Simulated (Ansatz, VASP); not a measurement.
Two plane-wave programs on Tl

The input INCAR:

```
SYSTEM = Tl
ALGO = Normal
EDIFF = 1E-6
EDIFFG = -0.01
ENCUT = 600
GGA = RE
IBRION = 2
ISIF = 3
ISMEAR = -1
LASPH = .TRUE.
LCHARG = .FALSE.
LREAL = .FALSE.
LWAVE = .FALSE.
NELM = 60
NSW = 80
PREC = Accurate
SIGMA = 0.1
```

KPOINTS

```
k-points
0
G
  11 11 11
  0 0 0
```

POSCAR

```
Tl
1.0
    0.0000000000      2.4112096569      2.4112096569
    2.4112096569      0.0000000000      2.4112096569
    2.4112096569      2.4112096569      0.0000000000
Tl
1
Direct
    0.0000000000      0.0000000000      0.0000000000
```

Input for Ansatz:

```yaml
crystal:
  lattice:
    - [0.0, 2.4112096569, 2.4112096569]
    - [2.4112096569, 0.0, 2.4112096569]
    - [2.4112096569, 2.4112096569, 0.0]
  atoms:
    - { symbol: Tl, position: [0.0, 0.0, 0.0] }
hamiltonian:
  xc: revpbe
  pseudopotentials:
    kind: paw
    azcp:
      Tl: "pseudopotentials/Tl.paw.azcp"
basis:
  ecutwfc: 420
  fft_grid_basis: typed
kpoints:
  mp_grid: { grid: [11, 11, 11], shift: [0, 0, 0] }
magnetization:
  spin_polarized: false
scf:
  occupations: { method: fermi_dirac, width: 0.1 }
relax:
  max_steps: 60
  f_tol: 0.01
  cell: {}
```

The cell was built by a generator and needn't be a form met in nature.

Alike in both runs: task relaxation of cell and atoms; functional revPBE; k mesh 11 × 11 × 11; occupations fermi-dirac, width 0.1 eV; no spin polarisation.

```csv
,VASP,Ansatz
version,VASP 6.6.1,Ansatz 0.2.0
potentials or method,"VASP PAW PBE potentials, release 64 (Tl_d)","plane waves (420 eV) with PAW, scalar-relativistic"
plane-wave cutoff (eV),600,420
valence electrons in the cell,13,13
```

```tsv
	VASP	Ansatz	Ansatz less VASP
relaxed volume (Å³/atom)	32.77	32.88	+0.110
relaxed cell length with the largest relative difference (Å)	3.592	3.596	+0.0040
energy change over the relaxation (meV/atom)	-66	-67	-0.9
```

Caveats: the volume moved by over 15 % at a fixed basis, so the end points are rough (VASP); the PAW data sets were made with another functional, which shifts forces and pressure a little (VASP). Spin-orbit coupling is left out, which matters for the levels of Tl.
